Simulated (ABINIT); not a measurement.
Runs of ABINIT 10.8.3 (patched build) on NaF (Villiaumite). It takes space group Fm-3m (No. 225, cubic). Conventional cell: a = 4.640 Å, b = 4.640 Å, c = 4.640 Å, α = 90.00°, β = 90.00°, γ = 90.00°. Na (site symmetry m-3m) is surrounded by 6 F at 2.32 Å. Around F (site symmetry m-3m) lie 6 Na at 2.32 Å. 

| level | potentials or basis | k mesh | cutoff (eV) | smearing | most SCF steps | fine-grid cutoff | gap on the mesh (eV) | pressure (GPa) |
| --- | --- | --- | --- | --- | --- | --- | --- | --- |
| HSE06 | SG15 NC PBE v1.2 | 6 × 6 × 6 | 952 | fixed | 60 | - | 8.41 | -0.7 |
| r2SCAN | SG15 NC PBE v1.2 | 10 × 10 × 10 | 1306 | fermi-dirac 0.05 eV | - | - | (a) | -0.9 |
| r2SCAN | Ansatz NC r2SCAN | 10 × 10 × 10 | 1497 | fermi-dirac 0.05 eV | - | - | 7.14 | -1.6 |
| PBEsol | SG15 NC PBE v1.2 | 6 × 6 × 6 | 952 | fixed | - | - | 6.14 | -0.7 |
| r2SCAN | Ansatz PAW PBE default generated set, frozen core | 10 × 10 × 10 | 517 | fermi-dirac 0.05 eV | - | 1034.03 eV | (b) | -1.6 |

Alike in all rows: task single point; no spin polarisation; cell as given.

Problem. Fill in the values left out.

Solution. (a) 7.16; (b) 7.11.

Caveats: the potentials were made for another functional, which shifts forces and pressure (some runs); Libxc's HSE differs a little from that of other programs (some runs); the PAW data sets were made with another functional, which shifts forces and pressure a little (some runs); the atomic spheres overlap (some runs).

A k mesh can miss the band edges.

Runs at the PBE level aren't shown here.
